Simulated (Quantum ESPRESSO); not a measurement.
# MnO (Cm) in Quantum ESPRESSO: a series of runs, part 2 of 3

Quantum ESPRESSO 7.5. The steps go on from the part before.

### 2 Wannier functions, PBEsol, collinear spin, ferromagnetic start

pw.in reads:

```
&CONTROL
  calculation = 'scf'
  prefix = 'pwscf'
  outdir = './tmp'
  pseudo_dir = './pseudo'
  tprnfor = .true.
  tstress = .true.
  disk_io = 'low'
/
&SYSTEM
  ibrav = 0
  celldm(1) = 8
  nat = 2
  ntyp = 2
  ecutwfc = 96
  nbnd = 20
  occupations = 'smearing'
  smearing = 'fd'
  degauss = 0.00367493
  nspin = 2
  starting_magnetization(1) = 0.2667
  starting_magnetization(2) = 0
/
&ELECTRONS
  conv_thr = 4d-10
  electron_maxstep = 120
  mixing_beta = 0.3
/
ATOMIC_SPECIES
Mn    54.9380 Mn.upf
O     15.9990 O.upf
CELL_PARAMETERS alat
  0.7018663727813  -0.4055780711839   0.0000000000000
  0.7018663727813   0.4055780711839   0.0000000000000
 -0.4688006003021   0.0000000000000   0.6638393502208
ATOMIC_POSITIONS crystal
Mn     0.5001990000    0.5001990000    0.5006650000
O      0.7498025000    0.7498025000    0.2493360000
K_POINTS automatic
7 7 7 0 0 0
```

nscf.in reads:

```
&CONTROL
  calculation = 'nscf'
  prefix = 'pwscf'
  outdir = './tmp'
  pseudo_dir = './pseudo'
  disk_io = 'low'
/
&SYSTEM
  ibrav = 0
  celldm(1) = 8
  nat = 2
  ntyp = 2
  ecutwfc = 96
  nbnd = 26
  occupations = 'smearing'
  smearing = 'fd'
  degauss = 0.00367493
  nspin = 2
  starting_magnetization(1) = 0.2667
  starting_magnetization(2) = 0
  nosym = .true.
  noinv = .true.
/
&ELECTRONS
  conv_thr = 1d-09
  electron_maxstep = 120
  mixing_beta = 0.3
  diago_full_acc = .true.
  startingwfc = 'random'
/
ATOMIC_SPECIES
Mn    54.9380 Mn.upf
O     15.9990 O.upf
CELL_PARAMETERS alat
  0.7018663727813  -0.4055780711839   0.0000000000000
  0.7018663727813   0.4055780711839   0.0000000000000
 -0.4688006003021   0.0000000000000   0.6638393502208
ATOMIC_POSITIONS crystal
Mn     0.5001990000    0.5001990000    0.5006650000
O      0.7498025000    0.7498025000    0.2493360000
K_POINTS crystal
125
  0.00000000   0.00000000   0.00000000 8.00000000e-03
  0.00000000   0.00000000   0.20000000 8.00000000e-03
  0.00000000   0.00000000   0.40000000 8.00000000e-03
  0.00000000   0.00000000   0.60000000 8.00000000e-03
  0.00000000   0.00000000   0.80000000 8.00000000e-03
  0.00000000   0.20000000   0.00000000 8.00000000e-03
[... 117 lines left out ...]
  0.80000000   0.80000000   0.60000000 8.00000000e-03
  0.80000000   0.80000000   0.80000000 8.00000000e-03
```

pw2wan_up.in reads:

```
&INPUTPP
  prefix = 'pwscf'
  outdir = './tmp'
  seedname = 'w_up'
  write_mmn = .true.
  write_amn = .true.
  spin_component = 'up'
  scdm_proj = .true.
  scdm_entanglement = 'erfc'
  scdm_mu = 11.21
  scdm_sigma = 3
/
```

pw2wan_dn.in reads:

```
&INPUTPP
  prefix = 'pwscf'
  outdir = './tmp'
  seedname = 'w_dn'
  write_mmn = .true.
  write_amn = .true.
  spin_component = 'down'
  scdm_proj = .true.
  scdm_entanglement = 'erfc'
  scdm_mu = 13.21
  scdm_sigma = 3
/
```

bands.in reads:

```
&CONTROL
  calculation = 'bands'
  prefix = 'pwscf'
  outdir = './tmp'
  pseudo_dir = './pseudo'
  disk_io = 'low'
/
&SYSTEM
  ibrav = 0
  celldm(1) = 8
  nat = 2
  ntyp = 2
  ecutwfc = 96
  nbnd = 26
  occupations = 'smearing'
  smearing = 'fd'
  degauss = 0.00367493
  nspin = 2
  starting_magnetization(1) = 0.2667
  starting_magnetization(2) = 0
/
&ELECTRONS
  conv_thr = 1d-08
  electron_maxstep = 120
  mixing_beta = 0.3
  diago_full_acc = .true.
  startingwfc = 'random'
/
ATOMIC_SPECIES
Mn    54.9380 Mn.upf
O     15.9990 O.upf
CELL_PARAMETERS alat
  0.7018663727813  -0.4055780711839   0.0000000000000
  0.7018663727813   0.4055780711839   0.0000000000000
 -0.4688006003021   0.0000000000000   0.6638393502208
ATOMIC_POSITIONS crystal
Mn     0.5001990000    0.5001990000    0.5006650000
O      0.7498025000    0.7498025000    0.2493360000
K_POINTS crystal
70
  0.00000000   0.00000000  -0.50000000 1
  0.00000000   0.00000000  -0.44444400 1
  0.00000000   0.00000000  -0.38888900 1
  0.00000000   0.00000000  -0.33333300 1
  0.00000000   0.00000000  -0.27777800 1
  0.00000000   0.00000000  -0.22222200 1
[... 62 lines left out ...]
  0.00000000  -0.05555600   0.00000000 1
  0.00000000   0.00000000   0.00000000 1
```

w_up.win reads:

```
num_wann = 13
num_bands = 22
auto_projections = true
dis_num_iter = 0
num_iter = 1200
conv_tol = 1.0d-8
conv_window = 4
num_print_cycles = 200
fermi_energy = 9.2119
bands_plot = true
write_hr = true
mp_grid = 5 5 5
exclude_bands = 1-4
spin = up
begin unit_cell_cart
ang
  2.9712935166  -1.7169813801   0.0000000000
  2.9712935166   1.7169813801   0.0000000000
 -1.9846287531   0.0000000000   2.8103092467
end unit_cell_cart
begin atoms_frac
Mn   0.5001990000   0.5001990000   0.5006650000
O    0.7498025000   0.7498025000   0.2493360000
end atoms_frac
begin kpoint_path
X   0.0000000000   0.0000000000  -0.5000000000  G   0.0000000000   0.0000000000   0.0000000000
G   0.0000000000   0.0000000000   0.0000000000  Y   0.5000000000   0.0000000000   0.0000000000
L   0.5000000000   0.0000000000  -0.5000000000  G   0.0000000000   0.0000000000   0.0000000000
G   0.0000000000   0.0000000000   0.0000000000  Z  -0.5000000000  -0.5000000000   0.5000000000
N  -0.5000000000  -0.5000000000   0.0000000000  G   0.0000000000   0.0000000000   0.0000000000
G   0.0000000000   0.0000000000   0.0000000000  M   0.0000000000  -0.5000000000   0.5000000000
R   0.0000000000  -0.5000000000   0.0000000000  G   0.0000000000   0.0000000000   0.0000000000
end kpoint_path
bands_num_points = 9
begin kpoints
  0.00000000   0.00000000   0.00000000
  0.00000000   0.00000000   0.20000000
  0.00000000   0.00000000   0.40000000
  0.00000000   0.00000000   0.60000000
  0.00000000   0.00000000   0.80000000
  0.00000000   0.20000000   0.00000000
[... 117 lines left out ...]
  0.80000000   0.80000000   0.60000000
  0.80000000   0.80000000   0.80000000
end kpoints
```

w_dn.win reads:

```
num_wann = 13
num_bands = 22
auto_projections = true
dis_num_iter = 0
num_iter = 1200
conv_tol = 1.0d-8
conv_window = 4
num_print_cycles = 200
fermi_energy = 9.2119
bands_plot = true
write_hr = true
mp_grid = 5 5 5
exclude_bands = 1-4
spin = down
begin unit_cell_cart
ang
  2.9712935166  -1.7169813801   0.0000000000
  2.9712935166   1.7169813801   0.0000000000
 -1.9846287531   0.0000000000   2.8103092467
end unit_cell_cart
begin atoms_frac
Mn   0.5001990000   0.5001990000   0.5006650000
O    0.7498025000   0.7498025000   0.2493360000
end atoms_frac
begin kpoint_path
X   0.0000000000   0.0000000000  -0.5000000000  G   0.0000000000   0.0000000000   0.0000000000
G   0.0000000000   0.0000000000   0.0000000000  Y   0.5000000000   0.0000000000   0.0000000000
L   0.5000000000   0.0000000000  -0.5000000000  G   0.0000000000   0.0000000000   0.0000000000
G   0.0000000000   0.0000000000   0.0000000000  Z  -0.5000000000  -0.5000000000   0.5000000000
N  -0.5000000000  -0.5000000000   0.0000000000  G   0.0000000000   0.0000000000   0.0000000000
G   0.0000000000   0.0000000000   0.0000000000  M   0.0000000000  -0.5000000000   0.5000000000
R   0.0000000000  -0.5000000000   0.0000000000  G   0.0000000000   0.0000000000   0.0000000000
end kpoint_path
bands_num_points = 9
begin kpoints
  0.00000000   0.00000000   0.00000000
  0.00000000   0.00000000   0.20000000
  0.00000000   0.00000000   0.40000000
  0.00000000   0.00000000   0.60000000
  0.00000000   0.00000000   0.80000000
  0.00000000   0.20000000   0.00000000
[... 117 lines left out ...]
  0.80000000   0.80000000   0.60000000
  0.80000000   0.80000000   0.80000000
end kpoints
```

Potentials or basis: PseudoDojo 0.4.1 SR PBEsol standard.

Command:

```bash
$ OMP_NUM_THREADS=1 pw.x -in pw.in > pw.out
$ OMP_NUM_THREADS=1 pw.x -in nscf.in > nscf.out
$ wannier90.x -pp w_up
$ OMP_NUM_THREADS=1 pw2wannier90.x -in pw2wan_up.in > pw2wan_up.out
$ wannier90.x w_up
$ wannier90.x -pp w_dn
$ OMP_NUM_THREADS=1 pw2wannier90.x -in pw2wan_dn.in > pw2wan_dn.out
$ wannier90.x w_dn
$ OMP_NUM_THREADS=1 pw.x -in bands.in > bands.out
```

pw.out:

```text
This program is part of the open-source Quantum ESPRESSO suite
     for quantum simulation of materials; please cite
[... 9 lines left out ...]
     --------------------
     sticks:   dense  smooth     PW     G-vecs:    dense   smooth      PW
     Sum        1111    1111    337                24565    24565    4039

     Using Slab Decomposition

     bravais-lattice index     =            0
     lattice parameter (alat)  =       8.0000  a.u.
     unit-cell volume          =     193.5048 (a.u.)^3
     number of atoms/cell      =            2
     number of atomic types    =            2
     number of electrons       =        21.00
     number of Kohn-Sham states=           20
     kinetic-energy cutoff     =      96.0000  Ry
     charge density cutoff     =     384.0000  Ry
     scf convergence threshold =      4.0E-10
     mixing beta               =       0.3000
     number of iterations used =            8  plain     mixing
     Exchange-correlation= PBESOL
                           (   1   4  10   8   0   0   0)

     celldm(1)=   8.000000  celldm(2)=   0.000000  celldm(3)=   0.000000
     celldm(4)=   0.000000  celldm(5)=   0.000000  celldm(6)=   0.000000

     crystal axes: (cart. coord. in units of alat)
               a(1) = (   0.701866  -0.405578   0.000000 )
               a(2) = (   0.701866   0.405578   0.000000 )
               a(3) = (  -0.468801   0.000000   0.663839 )

     reciprocal axes: (cart. coord. in units 2 pi/alat)
               b(1) = (  0.712386 -1.232808  0.503084 )
               b(2) = (  0.712386  1.232808  0.503084 )
               b(3) = ( -0.000000  0.000000  1.506389 )

     PseudoPot. # 1 for Mn read from file:
     Mn.upf
     Pseudo is Norm-conserving + core correction, Zval = 15.0
     Generated using ONCVPSP code by D. R. Hamann
     Using radial grid of 1448 points,  6 beta functions with:
                l(1) =   0
                l(2) =   0
                l(3) =   1
                l(4) =   1
                l(5) =   2
                l(6) =   2

     PseudoPot. # 2 for O  read from file:
     O.upf
     Pseudo is Norm-conserving + core correction, Zval =  6.0
     Generated using ONCVPSP code by D. R. Hamann
     Using radial grid of  936 points,  5 beta functions with:
                l(1) =   0
                l(2) =   0
                l(3) =   1
                l(4) =   1
                l(5) =   2

     atomic species   valence    mass     pseudopotential
     Mn               15.00    54.93800     Mn( 1.00)
     O                 6.00    15.99900     O ( 1.00)

     Starting magnetic structure
     atomic species   magnetization
     Mn              0.267
     O               0.000

      2 Sym. Ops. (no inversion) found

   Cartesian axes

     site n.     atom                  positions (alat units)
         1        Mn     tau(   1) = (   0.4674337  -0.0000000   0.3323611  )
         2        O      tau(   2) = (   0.9356335  -0.0000000   0.1655190  )

     number of k points=   100  Fermi-Dirac smearing, width (Ry)=  0.0037

     Number of k-points >= 100: set verbosity='high' to print them.

     Dense  grid:    24565 G-vectors     FFT dimensions: (  45,  45,  45)

     Generating pointlists ...
     new r_m :   0.2050 (alat units)  1.6398 (a.u.) for type    1
     new r_m :   0.2050 (alat units)  1.6398 (a.u.) for type    2

     Initial potential from superposition of free atoms

     starting charge      20.9995, renormalised to      21.0000
     Starting wfcs are   14 randomized atomic wfcs +    6 random wfcs

     Self-consistent Calculation

     iteration #  1     ecut=    96.00 Ry     beta= 0.30
     Davidson diagonalization with overlap
     ethr =  1.00E-02,  avg # of iterations =  5.8

     total energy              =    -250.46655249 Ry
     estimated scf accuracy    <       0.41270839 Ry

     total magnetization       =     5.00 Bohr mag/cell
     absolute magnetization    =     5.00 Bohr mag/cell

     iteration #  2     ecut=    96.00 Ry     beta= 0.30
     Davidson diagonalization with overlap
[... 9 lines left out ...]
     Davidson diagonalization with overlap
     ethr =  2.03E-04,  avg # of iterations =  2.3

     total energy              =    -250.54156500 Ry
     estimated scf accuracy    <       0.01657141 Ry

     total magnetization       =     4.97 Bohr mag/cell
     absolute magnetization    =     4.97 Bohr mag/cell

     iteration #  4     ecut=    96.00 Ry     beta= 0.30
     Davidson diagonalization with overlap
     ethr =  7.89E-05,  avg # of iterations =  1.4

     total energy              =    -250.54495169 Ry
     estimated scf accuracy    <       0.00343731 Ry

     total magnetization       =     4.99 Bohr mag/cell
     absolute magnetization    =     4.99 Bohr mag/cell

     iteration #  5     ecut=    96.00 Ry     beta= 0.30
     Davidson diagonalization with overlap
     ethr =  1.64E-05,  avg # of iterations =  2.3

     total energy              =    -250.54531483 Ry
     estimated scf accuracy    <       0.00005366 Ry

     total magnetization       =     4.99 Bohr mag/cell
     absolute magnetization    =     4.99 Bohr mag/cell

     iteration #  6     ecut=    96.00 Ry     beta= 0.30
     Davidson diagonalization with overlap
     ethr =  2.56E-07,  avg # of iterations =  2.9

     total energy              =    -250.54533435 Ry
     estimated scf accuracy    <       0.00001037 Ry

     total magnetization       =     5.00 Bohr mag/cell
     absolute magnetization    =     5.00 Bohr mag/cell

     iteration #  7     ecut=    96.00 Ry     beta= 0.30
     Davidson diagonalization with overlap
     ethr =  4.94E-08,  avg # of iterations =  2.0

     total energy              =    -250.54533604 Ry
     estimated scf accuracy    <       0.00000093 Ry

     total magnetization       =     5.00 Bohr mag/cell
     absolute magnetization    =     5.00 Bohr mag/cell

     iteration #  8     ecut=    96.00 Ry     beta= 0.30
     Davidson diagonalization with overlap
     ethr =  4.41E-09,  avg # of iterations =  1.5

     total energy              =    -250.54533640 Ry
     estimated scf accuracy    <       0.00000036 Ry

     total magnetization       =     5.00 Bohr mag/cell
     absolute magnetization    =     5.00 Bohr mag/cell

     iteration #  9     ecut=    96.00 Ry     beta= 0.30
     Davidson diagonalization with overlap
     ethr =  1.72E-09,  avg # of iterations =  1.5

     total energy              =    -250.54533644 Ry
     estimated scf accuracy    <       0.00000004 Ry

     total magnetization       =     5.00 Bohr mag/cell
     absolute magnetization    =     5.00 Bohr mag/cell

     iteration # 10     ecut=    96.00 Ry     beta= 0.30
     Davidson diagonalization with overlap
     ethr =  1.74E-10,  avg # of iterations =  1.4

     total energy              =    -250.54533645 Ry
     estimated scf accuracy    <          3.8E-09 Ry

     total magnetization       =     5.00 Bohr mag/cell
     absolute magnetization    =     5.00 Bohr mag/cell

     iteration # 11     ecut=    96.00 Ry     beta= 0.30
     Davidson diagonalization with overlap
     ethr =  1.82E-11,  avg # of iterations =  2.0

     Magnetic moment per site  (integrated on atomic sphere of radius R)
     atom   1 (R=0.205)  charge= 12.3342  magn=  4.0164
     atom   2 (R=0.205)  charge=  5.6683  magn=  0.2033

     End of self-consistent calculation

     Number of k-points >= 100: set verbosity='high' to print the bands.

     the Fermi energy is     9.2119 ev

!    total energy              =    -250.54533645 Ry
     estimated scf accuracy    <          3.4E-10 Ry
     smearing contrib. (-TS)   =      -0.00015398 Ry
     internal energy E=F+TS    =    -250.54518247 Ry

     The total energy is F=E-TS. E is the sum of the following terms:
     one-electron contribution =    -137.15052755 Ry
     hartree contribution      =      77.26760939 Ry
     xc contribution           =     -44.60902687 Ry
     ewald contribution        =    -146.05323744 Ry

     total magnetization       =     5.00 Bohr mag/cell
     absolute magnetization    =     5.00 Bohr mag/cell

     convergence has been achieved in  11 iterations

     Forces acting on atoms (cartesian axes, Ry/au):

     atom    1 type  1   force =     0.00004084   -0.00000000   -0.00002044
     atom    2 type  2   force =    -0.00004084    0.00000000    0.00002044

     Total force =     0.000065     Total SCF correction =     0.000005

     Computing stress (Cartesian axis) and pressure

          total   stress  (Ry/bohr**3)                   (kbar)     P=      -84.69
  -0.00057053  -0.00000000   0.00000174          -83.93       -0.00        0.26
   0.00000000  -0.00057156   0.00000000            0.00      -84.08        0.00
   0.00000174  -0.00000000  -0.00058498            0.26       -0.00      -86.05

=------------------------------------------------------------------------------=
   JOB DONE.
=------------------------------------------------------------------------------=
```

It took 11 min on 1 thread of Arm Neoverse V2, shared host; peak memory 0.34 GiB.

Results:

- Free energy: -3408.8430 eV
- Pressure: -8.5 GPa
- Band gap on the k mesh: none (metal or under the smearing width)
- Net moment: 5.00 μB per cell
- Absolute moment: 5.00 μB per cell
- Site moments: Mn +4.02; O +0.20 μB
- Valence electrons inside the program's atomic spheres: Mn 12.33; O 5.67
- Total Wannier spread: 31.11 Å² over 26 functions
- RMS miss of the Wannier bands: 0.028 eV

Levels at the corners of the path, in eV from the Fermi level:
Spin up:
| point | band 9 | band 10 | band 11 | band 12 | band 13 | band 14 | band 15 | band 16 | band 17 | band 18 |
| --- | --- | --- | --- | --- | --- | --- | --- | --- | --- | --- |
| X | -2.57 | -2.57 | -2.48 | -0.79 | -0.79 | 3.71 | 5.02 | 11.21 | 11.22 | 14.10 |
| Γ | -2.73 | -2.73 | -1.44 | 0.00 | 0.00 | 0.00 | 11.64 | 11.71 | 11.71 | 16.53 |
| Y | -2.57 | -2.56 | -2.48 | -0.80 | -0.78 | 3.71 | 5.04 | 11.16 | 11.19 | 14.09 |
| L | -3.18 | -2.44 | -2.04 | -1.76 | -1.75 | 3.62 | 7.49 | 9.08 | 11.27 | 11.31 |
| Γ | -2.73 | -2.73 | -1.44 | 0.00 | 0.00 | 0.00 | 11.64 | 11.71 | 11.71 | 16.53 |
| Z | -2.57 | -2.56 | -2.48 | -0.79 | -0.78 | 3.71 | 5.04 | 11.17 | 11.18 | 14.09 |
| N | -3.17 | -2.44 | -2.04 | -1.76 | -1.75 | 3.62 | 7.51 | 9.06 | 11.26 | 11.29 |
| Γ | -2.73 | -2.73 | -1.44 | 0.00 | 0.00 | 0.00 | 11.64 | 11.71 | 11.71 | 16.53 |
| M | -3.18 | -2.44 | -2.04 | -1.76 | -1.75 | 3.62 | 7.49 | 9.08 | 11.27 | 11.31 |
| R | -2.57 | -2.56 | -2.48 | -0.80 | -0.78 | 3.71 | 5.04 | 11.16 | 11.19 | 14.09 |
| Γ | -2.73 | -2.73 | -1.44 | 0.00 | 0.00 | 0.00 | 11.64 | 11.71 | 11.71 | 16.53 |
Spin down:
| point | band 6 | band 7 | band 8 | band 9 | band 10 | band 11 |
| --- | --- | --- | --- | --- | --- | --- |
| X | -5.69 | -4.19 | -4.18 | 1.53 | 1.86 | 1.86 |
| Γ | -4.36 | -4.34 | -4.34 | -0.07 | 1.72 | 1.72 |
| Y | -5.68 | -4.20 | -4.19 | 1.54 | 1.85 | 1.86 |
| L | -5.68 | -4.12 | -4.11 | 0.42 | 1.75 | 2.17 |
| Γ | -4.36 | -4.34 | -4.34 | -0.07 | 1.72 | 1.72 |
| Z | -5.68 | -4.20 | -4.20 | 1.54 | 1.85 | 1.87 |
| N | -5.68 | -4.12 | -4.11 | 0.42 | 1.75 | 2.17 |
| Γ | -4.36 | -4.34 | -4.34 | -0.07 | 1.72 | 1.72 |
| M | -5.68 | -4.12 | -4.11 | 0.42 | 1.75 | 2.17 |
| R | -5.68 | -4.20 | -4.19 | 1.54 | 1.85 | 1.86 |
| Γ | -4.36 | -4.34 | -4.34 | -0.07 | 1.72 | 1.72 |

Spin up: Wannier functions:
| function | nearest atom | distance (Å) | spread (Å²) | on-site energy from the reference level (eV) |
| --- | --- | --- | --- | --- |
| 1 | 1 Mn | 0.03 | 0.52 | -2.54 |
| 2 | 1 Mn | 0.04 | 0.54 | -2.22 |
| 3 | 1 Mn | 0.04 | 0.54 | -2.26 |
| 4 | 2 O | 0.31 | 0.49 | -6.58 |
| 5 | 2 O | 0.31 | 0.49 | -6.57 |
| 6 | 2 O | 0.31 | 0.49 | -6.58 |
| 7 | 2 O | 0.31 | 0.49 | -6.57 |
| 8 | 1 Mn | 0.03 | 0.56 | -1.88 |
| 9 | 1 Mn | 0.03 | 0.55 | -1.96 |
| 10 | 1 Mn | 1.12 | 2.53 | 5.66 |
| 11 | 1 Mn | 1.09 | 2.55 | 5.73 |
| 12 | 1 Mn | 1.12 | 2.54 | 5.67 |
| 13 | 1 Mn | 1.12 | 2.52 | 5.67 |
Spin down: Wannier functions:
```
function  nearest atom  distance (Å)  spread (Å²)  on-site energy from the reference level (eV)
       1          1 Mn          0.05         0.64                                          2.28
       2          1 Mn          0.05         0.66                                          2.57
       3          1 Mn          0.02         0.61                                          1.83
       4          1 Mn          0.04         0.62                                          2.03
       5          1 Mn          0.04         0.65                                          2.56
       6           2 O          0.31         0.49                                         -6.09
       7           2 O          0.31         0.50                                         -6.05
       8           2 O          0.31         0.49                                         -6.11
       9           2 O          0.31         0.49                                         -6.12
      10          1 Mn          1.16         2.83                                          7.12
      11          1 Mn          1.13         2.76                                          7.16
      12          1 Mn          1.11         2.76                                          7.22
      13          1 Mn          1.15         2.78                                          7.15
```

Parts of the spread (Å²): spin up: invariant 11.15, diagonal 0.448, off-diagonal 3.23, total 14.82; spin down: invariant 11.55, diagonal 0.658, off-diagonal 4.08, total 16.29. Against the direct bands the interpolation misses by 28 meV (root mean square) and 183 meV at most, for states up to 1 eV over the reference level.

Caveat: the k mesh is coarse; a cell with one magnetic atom can't hold antiferromagnetic order, which such compounds often take; semilocal functionals often make such compounds metallic where correlation or magnetic order opens a gap, which also shifts bond lengths. With open d or f shells a metallic result of PBEsol can be an artefact of self-interaction; +U or a hybrid may open a gap.

(Continued in part 3 of 3.)
